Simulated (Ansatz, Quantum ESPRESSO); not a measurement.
**InP (111), zinc blende: a film clamped to its substrate**

A thin film takes the in-plane lattice of its substrate and is free along the normal. How do the free axis and the stress follow the misfit? The strained cell has c along the film normal; unstrained it is a = 4.1532 Å, b = 4.1532 Å, c = 10.1732 Å, α = 90.00°, β = 90.00°, γ = 120.00°, with 6 atoms.

Calculated with Quantum ESPRESSO 7.5, PBEsol, GBRV 1.5 ultrasoft potentials, cutoff 680 eV, Fermi–Dirac smearing 0.02 eV, k-mesh 8×8×3, no spin polarisation, no spin-orbit coupling.

Relaxed positions at 0 %:

```csv
atom,x,y,z
In,0.0000,0.0000,0.0000
In,0.3333,0.6667,0.3333
In,0.6667,0.3333,0.6667
P,0.0000,0.0000,0.7500
P,0.3333,0.6667,0.0833
P,0.6667,0.3333,0.4167
```

```
ε∥ (%)   a (Å)    c (Å)  ε⊥ (%)  σ (GPa, tension positive)
    −3  4.0286  10.3676   1.912                      −4.56
    −2  4.0701  10.3009   1.255                      −2.97
    −1  4.1116  10.2359   0.617                      −1.45
     0  4.1532  10.1732   0.000                       0.00
     2  4.2362  10.0525  −1.186                       2.60
     3  4.2778   9.9950  −1.751                       3.77
```

**Question.** Fit both responses and give the free strain and the stress at +1 %, a row left out above.

Least squares with y = y0 + y1 ε + y2 ε² (ε in %) gives ε⊥ = −0.001 + (−0.6104) ε + (0.0091) ε² and σ = −0.01 + (1.390) ε + (−0.043) ε² GPa. The linear terms put the ratio of free to applied strain at −0.610 and the biaxial modulus at 139 GPa.

At +1 % the free strain comes out as −0.603 %. The run itself gives −0.604 %, so the estimate misses by 0.001 %, a rounding's worth.

The stress comes out as 1.34 GPa. The run itself gives 1.34 GPa, so the estimate misses by 0.00 GPa, a rounding's worth.

The negative ε² term means that the crystal stiffens in compression and softens in tension.

The same fit over all rows at other levels or in other programs gives the strain ratio = −0.613 with PBEsol (Quantum ESPRESSO, PseudoDojo) and −0.613 with PBEsol (Ansatz).

[Logs are printed without paths, hosts, clocks, repeated set-up lines and the standing remarks that a program may print on its own settings, such as how far it seeks lower states.]
